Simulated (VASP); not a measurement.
# CdS (Hawleyite) (F-43m) in VASP: a series of runs

The runs below take CdS (Hawleyite) through equation of state, with PBE, PBEsol.

All numbers are computed with VASP 6.6.1; they aren't measurements. Logs are shortened: lines on timing, memory, paths and dates and some standing lists are left out, and cuts for length are marked.

### Step 1. The crystal as given

The structure is cubic, space group F-43m (No. 216). Conventional cell: a = 5.833 Å, b = 5.833 Å, c = 5.833 Å, α = 90.00°, β = 90.00°, γ = 90.00°. Around Cd (site symmetry -43m) lie 4 S at 2.53 Å. S (site symmetry -43m) has 4 Cd at 2.53 Å as nearest neighbours.

### Step 2. Equation of state, PBE, 23.32 Å³/atom (volume scaled by 0.94)

Contents of INCAR:

```
PREC = Accurate
ENCUT = 520
EDIFF = 1E-7
ISMEAR = -1
SIGMA = 0.05
LREAL = False
LASPH = True
NELM = 100
ALGO = Normal
ISIF = 2
LWAVE = False
LCHARG = False
GGA = PE
NBANDS = 16
```

Contents of KPOINTS:

```
regular mesh
0
Gamma
  8 8 8
```

Contents of POSCAR:

```
CdS
1.0
    0.0000000000      2.8569628861      2.8569628861
    2.8569628861      0.0000000000      2.8569628861
    2.8569628861      2.8569628861      0.0000000000
Cd S
1 1
Direct
    0.0000000000      0.0000000000      0.0000000000
    0.7500000000      0.7500000000      0.7500000000
```

Potentials or basis: VASP PAW PBE potentials, release 64 (Cd, S).

Run with:

```bash
$ cat potpaw_PBE.64/Cd/POTCAR potpaw_PBE.64/S/POTCAR > POTCAR
$ mpirun -np 1 vasp_std > vasp.out
```

OUTCAR:

```text
PREC = Accurate
   ENCUT = 520
   EDIFF = 1E-7
   ISMEAR = -1
   LREAL = False
   LASPH = True
   NELM = 100
   ISIF = 2
   GGA = PE

 ion  position               nearest neighbor table
   1  0.000  0.000  0.000-   2 2.47   2 2.47   2 2.47   2 2.47
   2  0.750  0.750  0.750-   1 2.47   1 2.47   1 2.47   1 2.47

  LATTYP: Found a face centered cubic cell.
 ALAT       =     5.7139257722

  Lattice vectors:

 A1 = (   0.0000000000,   2.8569628861,   2.8569628861)
 A2 = (   2.8569628861,   0.0000000000,   2.8569628861)
 A3 = (   2.8569628861,   2.8569628861,   0.0000000000)

Analysis of symmetry for initial positions (statically):
=====================================================================
 Subroutine PRICEL returns:
 Original cell was already a primitive cell.

 Routine SETGRP: Setting up the symmetry group for a
 face centered cubic supercell.

 Subroutine GETGRP returns: Found 24 space group operations
 (whereof 24 operations were pure point group operations)
 out of a pool of 48 trial point group operations.

The static configuration has the point symmetry T_d .

Analysis of symmetry for dynamics (positions and initial velocities):
=====================================================================
 Subroutine PRICEL returns:
 Original cell was already a primitive cell.

 Routine SETGRP: Setting up the symmetry group for a
 face centered cubic supercell.

 Subroutine GETGRP returns: Found 24 space group operations
 (whereof 24 operations were pure point group operations)
 out of a pool of 48 trial point group operations.

The dynamic configuration has the point symmetry T_d .

 Subroutine INISYM returns: Found 24 space group operations
 (whereof 24 operations are pure point group operations),
 and found     1 'primitive' translations

----------------------------------------------------------------------------------------

                                     Primitive cell

  volume of cell :      46.6384

  direct lattice vectors                    reciprocal lattice vectors
     0.000000000  2.856962886  2.856962886    -0.175011024  0.175011024  0.175011024
     2.856962886  0.000000000  2.856962886     0.175011024 -0.175011024  0.175011024
     2.856962886  2.856962886  0.000000000     0.175011024  0.175011024 -0.175011024

  length of vectors
     4.040355661  4.040355661  4.040355661     0.303127985  0.303127985  0.303127985

  position of ions in fractional coordinates (direct lattice)
     0.000000000  0.000000000  0.000000000
     0.750000000  0.750000000  0.750000000

  ion indices of the primitive-cell ions
   primitive index   ion index
                 1           1
                 2           2

----------------------------------------------------------------------------------------

 KPOINTS: regular mesh

Automatic generation of k-mesh.
 Grid dimensions read from file:
 generate k-points for:    8    8    8

 Generating k-lattice:

  Cartesian coordinates                     Fractional coordinates (reciprocal lattice)
    -0.021876378  0.021876378  0.021876378     0.125000000  0.000000000  0.000000000
     0.021876378 -0.021876378  0.021876378     0.000000000  0.125000000  0.000000000
     0.021876378  0.021876378 -0.021876378     0.000000000  0.000000000  0.125000000

  Length of vectors
     0.037890998  0.037890998  0.037890998

  Shift w.r.t. Gamma in fractional coordinates (k-lattice)
     0.000000000  0.000000000  0.000000000

 Subroutine IBZKPT returns following result:
 ===========================================

 Found     29 irreducible k-points:

 Following reciprocal coordinates:
            Coordinates               Weight
  0.000000  0.000000  0.000000      1.000000
  0.125000  0.000000  0.000000      8.000000
  0.250000  0.000000  0.000000      8.000000
  0.375000  0.000000  0.000000      8.000000
  0.500000  0.000000  0.000000      4.000000
  0.125000  0.125000  0.000000      6.000000
[... 21 lines left out ...]
 -0.375000  0.500000  0.125000     12.000000
 -0.250000  0.500000  0.250000      6.000000
   k-points           NKPTS =     29   k-points in BZ     NKDIM =     29   number of bands    NBANDS=     16
   number of dos      NEDOS =    301   number of ions     NIONS =      2
   total plane-waves  NPLWV =  27000
   dimension x,y,z NGX =    30 NGY =   30 NGZ =   30
   dimension x,y,z NGXF=    60 NGYF=   60 NGZF=   60
   ions per type =               1   1
   NGX,Y,Z   is equivalent  to a cutoff of  12.34, 12.34, 12.34 a.u.
   NGXF,Y,Z  is equivalent  to a cutoff of  24.69, 24.69, 24.69 a.u.
 SYSTEM =  unknown system
   PREC   = accura    normal or accurate (medium, high low for compatibility)
   ISTART =      0    job   : 0-new  1-cont  2-samecut
   ICHARG =      2    charge: 1-file 2-atom 10-const
   ISPIN  =      1    spin polarized calculation?
   LNONCOLLINEAR =      F non collinear calculations
   LSORBIT =      F    spin-orbit coupling
   LASPH  =      T    aspherical Exc in radial PAW
   ENCUT  =  520.0 eV  38.22 Ry    6.18 a.u.   7.51  7.51  7.51*2*pi/ulx,y,z
   NELM   =    100;   NELMIN=  2; NELMDL= -5     # of ELM steps
   EDIFF  = 0.1E-06   stopping-criterion for ELM
   LREAL  =      F    real-space projection
   EDIFFG = 0.1E-05   stopping-criterion for IOM
   NSW    =      0    number of steps for IOM
   IBRION =     -1    ionic relax: 0-MD 1-quasi-New 2-CG
   NFREE  =      0    steps in history (QN), initial steepest desc. (CG)
   ISIF   =      2    stress and relaxation
   ISYM   =      2    0-nonsym 1-usesym 2-fastsym
   POTIM  = 0.5000    time-step for ionic-motion
   TEBEG  =    0.0;   TEEND  =   0.0 temperature during run
   PSTRESS=    0.0 pullay stress
   NELECT =      18.0000    total number of electrons
   NUPDOWN=      -1.0000    fix difference up-down
   EMIN   =  10.00;   EMAX   =-10.00  energy-range for DOS
   EFERMI =   0.00;   METHOD = LEGACY
   ISMEAR =    -1;   SIGMA  =   0.05  broadening in eV -4-tet -1-fermi 0-gaus
   EFERMI_NEDOS =   21; number of points for ismear=-14 and -15
   IALGO  =     38    algorithm
   IMIX   =      4    mixing-type and parameters
     AMIX     =   0.40;   BMIX     =  1.00
     AMIX_MAG =   1.60;   BMIX_MAG =  1.00
  volume/ion in A,a.u.               =      23.32       157.37
  Fermi-wavevector in a.u.,A,eV,Ry     =   1.191931  2.252423 19.329786  1.420699
  Thomas-Fermi vector in A             =   2.327981
   LORBIT       =      0    0 simple, 1 ext, 2 COOP (PROOUT), +10 PAW based schemes
   GGA     = PE    functional components
   LHFCALC =     F    Hartree Fock is set to
   AEXX    =    0.0000 exact exchange contribution
   IVDW    =     0    specifies the selected vdW correction
   LEPSILON=     F    determine dielectric tensor
   LRPA    =     F    only Hartree local field effects (RPA)
 non-spin polarized calculation
  energy-cutoff  :      520.00
  volume of cell :       46.64
 maximum number of plane-waves:      1283
   NGX = 15   NGY = 15   NGZ = 15

 number of electron      18.0000004 magnetization

 Free energy of the ion-electron system (eV)
  ---------------------------------------------------
  ext. energy  EPLUGINS =         0.00000000
  ---------------------------------------------------
  free energy    TOTEN  =        -6.01905189 eV

  energy without entropy =       -6.01905186  energy(sigma->0) =       -6.01905187

 E-fermi :   2.5474     XC(G=0):  -9.4433

 val. band max:        1.8701353943   @ k =   0.0000   0.0000   0.0000
 cond. band min:       3.1525171852   @ k =   0.0000   0.0000   0.0000
 fundamental gap:      1.2823817910
 Fermi energy:         2.5473715058

 k-point     1 :       0.0000    0.0000    0.0000
  band No.  band energies     occupation
      1     -10.9030      2.00000
      2      -6.1101      2.00000
      3      -6.1101      2.00000
      4      -6.1101      2.00000
      5      -5.5400      2.00000
      6      -5.5400      2.00000
[... 8 lines left out ...]
     15      13.4382      0.00000
     16      13.6477      0.00000

 k-point     2 :       0.1250    0.0000    0.0000
  band No.  band energies     occupation
      1     -10.8321      2.00000
      2      -6.0837      2.00000
      3      -6.0837      2.00000
      4      -6.0545      2.00000
      5      -5.5414      2.00000
      6      -5.5414      2.00000
[... 8 lines left out ...]
     15      12.8142      0.00000
     16      14.1267      0.00000

 k-point     3 :       0.2500    0.0000    0.0000
  band No.  band energies     occupation
      1     -10.6598      2.00000
      2      -6.0266      2.00000
      3      -6.0266      2.00000
      4      -5.8457      2.00000
      5      -5.5352      2.00000
      6      -5.5352      2.00000
[... 8 lines left out ...]
     15      12.5746      0.00000
     16      13.3586      0.00000

 k-point     4 :       0.3750    0.0000    0.0000
  band No.  band energies     occupation
      1     -10.4874      2.00000
      2      -5.9826      2.00000
      3      -5.9826      2.00000
      4      -5.5111      2.00000
      5      -5.5111      2.00000
      6      -5.4329      2.00000
[... 8 lines left out ...]
     15      13.4819      0.00000
     16      13.4819      0.00000
[... 419 lines left out ...]
 k-point    27 :      -0.2500    0.3750    0.1250
  band No.  band energies     occupation
      1     -10.3127      2.00000
      2      -5.8871      2.00000
      3      -5.8358      2.00000
      4      -5.5942      2.00000
      5      -5.5245      2.00000
      6      -4.9379      2.00000
[... 8 lines left out ...]
     15      13.8302      0.00000
     16      16.4888      0.00000

 k-point    28 :      -0.3750    0.5000    0.1250
  band No.  band energies     occupation
      1     -10.2680      2.00000
      2      -5.8624      2.00000
      3      -5.7589      2.00000
      4      -5.6616      2.00000
      5      -5.4672      2.00000
      6      -4.9130      2.00000
[... 8 lines left out ...]
     15      15.0816      0.00000
     16      15.4750      0.00000

 k-point    29 :      -0.2500    0.5000    0.2500
  band No.  band energies     occupation
      1     -10.2691      2.00000
      2      -5.8475      2.00000
      3      -5.8089      2.00000
      4      -5.5871      2.00000
      5      -5.5361      2.00000
      6      -4.8017      2.00000
[... 8 lines left out ...]
     15      15.3262      0.00000
     16      15.3782      0.00000

------------------------ aborting loop because EDIFF is reached ----------------------------------------

  FORCE on cell =-STRESS in cart. coord.  units (eV):
  Direction    XX          YY          ZZ          XY          YZ          ZX
  --------------------------------------------------------------------------------------
  -------------------------------------------------------------------------------------
  Total        2.3300738      2.3300738      2.3300738      0.0000000      0.0000000     -0.0000000
  in kB       80.0454157     80.0454157     80.0454157      0.0000000      0.0000000     -0.0000000
  external PRESSURE =      80.0454157 kB  Pullay stress =       0.0000000 kB

 VOLUME and BASIS-vectors are now :
 -----------------------------------------------------------------------------
  energy-cutoff  :      520.00
  volume of cell :       46.64
      direct lattice vectors                 reciprocal lattice vectors
     0.000000000  2.856962886  2.856962886    -0.175011024  0.175011024  0.175011024
     2.856962886  0.000000000  2.856962886     0.175011024 -0.175011024  0.175011024
     2.856962886  2.856962886  0.000000000     0.175011024  0.175011024 -0.175011024

 POSITION                                       TOTAL-FORCE (eV/Angst)
 -----------------------------------------------------------------------------------
      0.00000      0.00000      0.00000        -0.000000     -0.000000     -0.000000
      4.28544      4.28544      4.28544         0.000000      0.000000      0.000000
 -----------------------------------------------------------------------------------
    total drift:                                0.000001      0.000001      0.000001

  FREE ENERGIE OF THE ION-ELECTRON SYSTEM (eV)
  ---------------------------------------------------
  free  energy   TOTEN  =        -6.0190518880 eV

  energy  without entropy=       -6.0190518570  energy(sigma->0) =       -6.01905187
```

Run time: 33 s. Hardware: 1 thread of AMD EPYC 7R43 (Zen 3), shared host; peak memory 0.14 GiB.

What came out:

```
Free energy            : -6.0191 eV
Pressure               : 8.0 GPa
Band gap on the k mesh : 1.28 eV, direct
```

(Continued in part 2 of 2.)
